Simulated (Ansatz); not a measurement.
# Stack of Hf2CO2 MXene under blue phosphorene, shifted by a third of the diagonal in a perpendicular field, part 2 of 3

Aim: how the stack of Hf2CO2 MXene under blue phosphorene, shifted by a third of the diagonal screens a field along its normal, and what the field does to its bands. A positive field points along +c.

Ansatz 0.2.0; plane-wave DFT, PBE-D3(BJ), Ansatz PAW.

So far. Step 2 (Relaxation): The lattice constant a goes from 3.284 to 3.259 Å.

### Step 3. Single point, field 0, start network

A sawtooth potential applies the field, turning back in the middle of the vacuum. With the dipole correction the typed value is the field outside the slab. The induced dipole is small, so the SCF threshold is tight.

The cell differs from the one that the last finished run ended in (c 49.443 → 26.818 Å).

The input, input.yaml:

```yaml
crystal:
  lattice:
    - [3.2586689805, 0.0, 0.0]
    - [-1.6293344902, 2.8220901196, 0.0]
    - [0.0, 0.0, 26.8177141987]
  atoms:
    - { symbol: O, position: [0.3333333333, 0.6666666667, 0.3355990721] }
    - { symbol: Hf, position: [0.6666666667, 0.3333333333, 0.3706396297] }
    - { symbol: C, position: [0.0, 0.0, 0.4219361954] }
    - { symbol: Hf, position: [0.3333333333, 0.6666666667, 0.4732331461] }
    - { symbol: O, position: [0.6666666667, 0.3333333333, 0.508080874] }
    - { symbol: P, position: [0.0, 0.0, 0.6180748119] }
    - { symbol: P, position: [0.6666666667, 0.3333333333, 0.6644009279] }
kpoints:
  mp_grid: { grid: [18, 18, 1] }
  band_path:
    path: [[0, 0, 0], [0.5, 0, 0], [0.33333333, 0.33333333, 0], [0, 0, 0]]
    npoints: 16
hamiltonian:
  xc: pbe
  dispersion: d3bj
scf:
  occupations: { method: fermi_dirac, width: 0.02585 }
  convergence: { dr2_threshold: 1.0e-10 }
efield:
  axis: 3
  dipole_correction: true
  ramp_position: 0.97
  ramp_width: 0.06
  amplitude: 0
output:
  dos: { projected: true, e_range: [-6, 5] }
  write_potential: true
  write_density: true
  volumetric_format: npy
  elf: true
```

Run with:

```console
> ansatz run input.yaml --threads 2 --pin off --max-ram 3072MiB --backend cpu --events-out ev --progress --plain --runs-dir out
```

Numbers of over 12 decimals in the logs are rounded to 6 here.

The program printed:

```text
[...]
Crystal: 7 atoms, lattice volume = 246.623 Å³
Basis set: ecut = 420 eV, 4913 PW (Γ)
Bands: 47, of which v1, the nominal top of the filled ones, is band 39 counted from 1 (38 counted from 0)
Symmetry: 6 space group operations
[...]
k-points: 37 of 324 (time reversal used)
[...]
SCF iter   1: F=—  HF=-34347.795728 eV  |F-HF|=—  |Δ(HF+E_count)|=         —  Δρ=3.29e-3  dr2=5.39e-2  ethr=1.77e-3  p=0.024 e·Å  D=1.75e-2 V/Å  ΔV_dip=-0.47 eV  dr2_dipole=1.23e-2  V_vac-E_F(+/−)=4.78/5.25 eV  ⟨swp⟩=9.7  Hψ=8608  notcnv=0  defer=2
efield: sawtooth ramp at fractional position 0.9700 (set: `efield.ramp_position`, or a place that a band, a saddle search or an elastic batch's reference lends), width 0.0600; the density the first Hamiltonian is built on has a dipole p = 0.024 e·Å; the dipole correction subtracts the counter field D = 1.75e-2 V/Å, which shifts the + side's vacuum level by -0.47 eV against the − side's; the planar-averaged density in the ramp window peaks in size at 7.2e-6 e/Å³
[...]
SCF iter   2: F=—  HF=-34347.790565 eV  |F-HF|=—  |Δ(HF+E_count)|=   5.16e-3  Δρ=2.07e-3  dr2=1.58e-2  ethr=6.91e-5  p=-0.004 e·Å  D=-2.93e-3 V/Å  ΔV_dip=0.08 eV  dr2_dipole=1.25e-3  V_vac-E_F(+/−)=5.04/4.96 eV  ⟨swp⟩=3.4  Hψ=3110  notcnv=0  defer=101
[...]
SCF iter  13: F=-34347.788739 eV  HF=-34347.788739 eV  |F-HF|=1.09e-10  |Δ(HF+E_count)|=  4.37e-11  Δρ=9.71e-8  dr2=5.97e-11  ethr=1.00e-12  p=-0.007 e·Å  D=-4.80e-3 V/Å  ΔV_dip=0.13 eV  dr2_dipole=1.64e-11  V_vac-E_F(+/−)=5.05/4.92 eV  ⟨swp⟩=11.3  Hψ=5956  notcnv=0
SCF 1 converged in 13 iterations: F = -34347.788739 eV  dr2 = 5.97e-11
[...]
NSCF: frozen V_eff on 49 k-points
efield: sawtooth ramp at fractional position 0.9700 (kept from the solve that this one continues, or follows in the run), width 0.0600; the density the first Hamiltonian is built on has a dipole p = -0.007 e·Å; the dipole correction subtracts the counter field D = -4.80e-3 V/Å, which shifts the + side's vacuum level by +0.13 eV against the − side's; the planar-averaged density in the ramp window peaks in size at 8.1e-7 e/Å³
[...]
SCF converged after 13 iterations
Free energy (F): -34347.788739 eV
[...]
Internal energy: -34347.788739 eV  (E = F + TS)
E sigma→0 (E₀):  -34347.788739 eV
Fermi energy:    2.546554 eV
Dipole field:    D = -0.004801 V/Å  (p = -0.006544 e·Å, saw-weighted, corrected)
Work function:   Φ+ = 5.0513 eV   Φ− = 4.9225 eV
Levels:          The Fermi level and band energies are counted from a zero that moves with the ramp; work functions are not
[...]
--- Band table (eV; the first three rows and the last of 37) ---
  k-point 0: bands = [... 35 lower, 1.3504, 1.3504, 2.0850, 2.0850, 4.3503, 4.3503, 4.7018, 5.3797, ... 4 higher]
  k-point 1: bands = [... 35 lower, 1.2303, 1.3500, 1.8005, 1.9601, 4.3583, 4.5050, 4.7438, 5.2376, ... 4 higher]
  k-point 2: bands = [... 35 lower, 0.9278, 1.1153, 1.4304, 1.6787, 4.1605, 4.8605, 4.8670, 4.9946, ... 4 higher]
  k-point 36: bands = [... 35 lower, -0.4117, -0.3673, -0.3116, -0.1918, 3.4848, 4.6857, 5.6914, 5.7002, ... 4 higher]
```

The job ended after 81 s (2 threads of Intel Xeon at 2.50GHz (Skylake/Cascade Lake), shared host; peak memory 0.79 GiB).

This step gave:

| Item | Value |
| --- | --- |
| dipole along the normal | -0.006544 e·Å |
| gap along the path | 0.9478 eV |
| smallest direct gap along the path | 2.031 eV |
| step between the vacuum levels | 0.1288 eV |
| ionisation energy, upper face | 5.513 eV |
| electron affinity, upper face | 4.565 eV |
| ionisation energy, lower face | 5.384 eV |
| gap, the smaller of path and mesh | 0.9478 eV |

Running mean over a fixed 2.5 Å (it still follows the layers) of the planar mean; the ramp of the sawtooth is left out. Electron's electrostatic potential energy less the Fermi level against z:

z (Å), electron's electrostatic potential energy less the Fermi level (eV) and a bar from the least value:
```
      3.5        4.9 ##############################
      4.0        4.9 ##############################
      4.5        4.9 ##############################
      5.0        4.9 ##############################
      5.5        4.9 ##############################
      6.0        4.9 ##############################
      6.5        4.9 ##############################
      7.0        4.7 #############################
      7.5        3.6 ###########################
      8.0        0.9 ######################
      8.5       -2.7 ###############
      9.0       -6.3 ########
      9.5       -8.8 ###
     10.0      -10.1 
     10.5       -9.9 #
     11.0       -8.8 ###
     11.5       -8.7 ###
     12.0       -9.6 #
     12.5      -10.3 
     13.0       -9.3 ##
     13.5       -7.1 ######
     14.0       -3.8 #############
     14.5       -0.7 ###################
     15.0        0.5 #####################
     15.5       -1.3 ##################
     16.0       -4.1 ############
     16.5       -7.2 ######
     17.0       -9.9 #
     17.5       -9.5 ##
     18.0       -6.5 #######
     18.5       -3.4 ##############
     19.0       -0.1 ####################
     19.5        3.1 ##########################
     20.0        4.6 #############################
     20.5        4.9 ##############################
     21.0        5.0 ##############################
     21.5        5.0 ##############################
     22.0        5.0 ##############################
     22.5        5.1 ##############################
     23.0        5.1 ##############################
     23.5        5.1 ##############################
```

The density of states has structure finer than the step of the table below, so its rows give means over 0.25 eV, whole bins alone (the curve runs from -6 to 2.46 eV). Peaks (eV: height): -5.230: 11.1, -5.040: 11.8, -4.950: 10.4, -4.840: 15.0, -4.790: 11.3, -4.430: 15.6, -1.120: 12.2.

Table of density of states by energy, zero at the Fermi level of the run, which the smearing sets inside the gap; means over each step:

```
energy (eV)  density of states (states/eV a cell)
      -5.75                                  4.66
      -5.50                                  5.81
      -5.25                                  6.21
      -5.00                                  8.11
      -4.75                                  9.89
      -4.50                                  8.14
      -4.25                                  5.91
      -4.00                                  1.33
      -3.75                                  1.66
      -3.50                                  2.53
      -3.25                                  3.15
      -3.00                                  4.26
      -2.75                                  2.44
      -2.50                                  3.33
      -2.25                                  4.15
      -2.00                                  5.09
      -1.75                                  4.76
      -1.50                                  3.03
      -1.25                                  3.04
      -1.00                                  1.59
      -0.75                                 0.353
      -0.50                                 0.124
      -0.25                                     0
       0.00                                     0
       0.25                                     0
       0.50                                 0.371
       0.75                                  1.02
       1.00                                  2.27
       1.25                                  2.73
       1.50                                  3.42
       1.75                                  1.92
       2.00                                  2.52
       2.25                                  2.07
```

Projected DOS per atom over height of the atomic layer and energy from the Fermi level. Layers: O Hf C Hf O P P from below.

Values in states/eV, 22 rows by 7 columns, each cell a mean:
```
0.04 0.28 0.05 0.29 0.05 0.58 0.58
0.06 0.45 0.06 0.44 0.07 0.67 0.69
0.13 0.72 0.13 0.79 0.14 0.47 0.48
0.14 0.49 0.08 0.51 0.14 0.47 0.48
0.11 0.29 0.04 0.31 0.11 0.06 0.07
0.01 0.02 0.00 0.02 0.01 0.00 0.00
0.00 0.00 0.00 0.00 0.00 0.00 0.00
0.01 0.01 0.05 0.01 0.01 0.00 0.00
0.04 0.04 0.20 0.04 0.04 0.02 0.02
0.09 0.11 0.38 0.10 0.14 1.03 1.03
0.33 0.30 1.31 0.32 0.33 0.58 0.59
0.49 0.43 1.81 0.45 0.46 0.56 0.57
0.26 0.32 1.10 0.33 0.26 0.76 0.81
0.25 0.28 0.83 0.28 0.22 0.31 0.30
0.46 0.45 1.10 0.45 0.44 0.37 0.38
0.14 0.15 0.43 0.16 0.14 0.70 0.70
0.05 0.01 0.03 0.03 0.10 0.62 0.62
2.38 0.42 0.31 0.33 1.83 0.48 0.53
2.68 0.82 0.49 0.70 2.47 0.58 0.65
2.07 0.79 0.35 0.85 2.43 0.69 0.65
1.53 0.65 0.21 0.65 1.61 0.50 0.44
1.00 0.52 0.21 0.51 1.04 0.22 0.19
```
Columns: height of the atomic layer (Å) from 9 to 17.8 (not evenly spaced); rows upwards: energy from the Fermi level (eV) from -5.96 to 2.41.

The electronic bands at the labelled points (eV, zero at the Fermi level of the run, which the smearing sets inside the gap):

```
  point  band 36  band 37  band 38  band 39  band 40  band 41  band 42  band 43
      Γ    -1.20    -1.20    -0.46    -0.46     1.80     1.80     2.16     2.83
halfway    -2.56    -1.66    -1.51    -1.12     1.01     1.18     3.07     3.22
      M    -3.39    -2.51    -1.95    -1.61     0.49     0.89     2.41     3.07
halfway    -3.36    -2.58    -2.42    -2.20     1.42     1.81     3.08     3.33
      K    -2.96    -2.91    -2.86    -2.74     0.94     2.14     3.14     3.15
halfway    -2.94    -2.21    -1.72    -1.11     1.51     2.40     2.67     3.14
      Γ    -1.20    -1.20    -0.46    -0.46     1.80     1.80     2.16     2.83
```

ELF in the ca plane at fractional y = 0.333, with atoms of Hf and O and P within 0.2 Å of it. It is the smooth field of the valence electrons, not physical close to the nuclei.

Values, 5 rows by 16 columns, each cell a mean:
```
0.00 0.00 0.00 0.00 0.00 0.06 0.20 0.61 0.29 0.23 0.41 0.73 0.17 0.25 0.62 0.66
0.00 0.00 0.00 0.00 0.00 0.01 0.34 0.83 0.33 0.14 0.62 0.66 0.29 0.07 0.42 0.19
0.00 0.00 0.00 0.00 0.00 0.07 0.21 0.63 0.29 0.22 0.42 0.74 0.17 0.23 0.61 0.64
0.00 0.00 0.00 0.00 0.02 0.25 0.48 0.17 0.55 0.36 0.19 0.18 0.11 0.66 0.63 0.45
0.00 0.00 0.00 0.00 0.02 0.25 0.50 0.17 0.57 0.37 0.18 0.16 0.11 0.67 0.63 0.43
```
Columns run along c (16.0 Å, from fractional 0.10 to 0.69 of the cell), rows up along a (3.3 Å). Atoms in or near the plane, at fractional coordinates: Hf at (0.37, 0.67), O at (0.51, 0.67), P at (0.66, 0.67).

Electrostatic potential energy in the ca plane at fractional y = 0.333, with atoms of Hf and O and P within 0.2 Å of it. With pseudopotentials it is smooth inside the atoms' cores, unlike the true potential.

Ten even steps from '0' (-41 eV) to '9' (8 eV), each cell a mean:
```
99999999999999999864336889888778999999887545
99999999999999998731002689988412799999984000
99999999999999998620101689998200499999973000
99999999999999998741003789988523799999985101
99999999999999999875346888877778999999887656
99999999999999999988778888766688999998778888
99999999999999999998889888755678999998778899
99999999999999999987778888766789999998778888
```
Columns run along c (16.0 Å, from fractional 0.10 to 0.69 of the cell; values clipped at the 3rd and 97th percentile), rows up along a (3.3 Å). Atoms in or near the plane, at fractional coordinates: Hf at (0.37, 0.67), O at (0.51, 0.67), P at (0.66, 0.67).

Valence density in the ca plane at fractional y = 0.333, with atoms of Hf and O and P within 0.2 Å of it. It is the smooth field of the valence electrons, not physical close to the nuclei.

Ten steps, logarithmic in the rise over the least value, from '0' (0 e/Å³) to '9' (30 e/Å³), each cell a mean:
```
00000124542111111232100001112221100000000000
00000148874100012464200000122222100000000000
00000159985100013565310000122112210000000000
00000147874110012454200000122222100000000000
00000124432111111222100001112221100000000000
00001111111111222110000001111110000000000000
00001111111122232100000011111100000000000000
00000111111111122110000001111110000000000000
```
Columns run along c (16.0 Å, from fractional 0.26 to 0.86 of the cell), rows up along a (3.3 Å). Atoms in or near the plane, at fractional coordinates: Hf at (0.37, 0.67), O at (0.51, 0.67), P at (0.66, 0.67).

The gap is 0.95 eV, with the valence edge 5.51 eV and the conduction edge 4.56 eV under the upper vacuum level. Spin-orbit coupling, left out in this run, matters for the bands of elements this heavy.

### Step 4. Single point, field 0.1 V/Å

input.yaml, as its differences from that of step 3:

```diff
@@ -27,7 +27,6 @@
   dipole_correction: true
-  ramp_position: 0.97
-  ramp_width: 0.06
-  amplitude: 0
+  ramp_position: 0.9541
+  ramp_width: 0.1014
+  amplitude: 0.1
 output:
-  dos: { projected: true, e_range: [-6, 5] }
   write_potential: true
@@ -35,2 +34 @@
   volumetric_format: npy
-  elf: true
```

The program printed:

```text
[...]
Crystal: 7 atoms, lattice volume = 246.623 Å³
Basis set: ecut = 420 eV, 4913 PW (Γ)
Bands: 47, of which v1, the nominal top of the filled ones, is band 39 counted from 1 (38 counted from 0)
Symmetry: 6 space group operations
[...]
k-points: 37 of 324 (time reversal used)
[...]
k-point 0: bands = [... 35 lower, 1.4348, 1.4348, 2.0427, 2.0427, 4.3081, 4.3081, 4.6595, 5.4645, ... 4 higher]
  k-point 1: bands = [... 35 lower, 1.3147, 1.3989, 1.7601, 1.9178, 4.3162, 4.4628, 4.7012, 5.3220, ... 4 higher]
  k-point 2: bands = [... 35 lower, 1.0122, 1.0811, 1.4729, 1.6365, 4.1184, 4.8182, 4.9380, 4.9646, ... 4 higher]
  k-point 36: bands = [... 35 lower, -0.4510, -0.4171, -0.2365, -0.1333, 3.5664, 4.6436, 5.6419, 5.6684, ... 4 higher]
[key lines of the parts left out:]
SCF converged after 22 iterations
Free energy (F): -34347.790438 eV
Fermi energy:    2.506720 eV
Dipole field:    D = 0.029734 V/Å  (p = 0.040525 e·Å, saw-weighted, corrected)
```

Run time: 1.9 min. Hardware: 2 threads; peak memory 0.78 GiB.

The dipole is 0.0405 e·Å, 0.0471 e·Å from its value without field, and the gap 0.952 eV.

(Continued in part 3 of 3.)

[Logs are printed without paths, hosts, clocks, repeated set-up lines and the standing remarks that a program may print on its own settings, such as how far it seeks lower states.]

[Hosts, paths, dates, database ids (printed as entryN), source tags and the programs' standing remarks are cut or masked in the printed files.]

[Maps of the electrostatic potential energy from Ansatz leave out the sawtooth potential of an applied field or a dipole correction, so their vacuum need not be flat; planar profiles and work functions include it.]

[The density of states shown here was stored with 400 of the rows of the run's finer table, so its peaks can read low, often by over a quarter, or be missed, and its means over a window can be off by a tenth or more.]
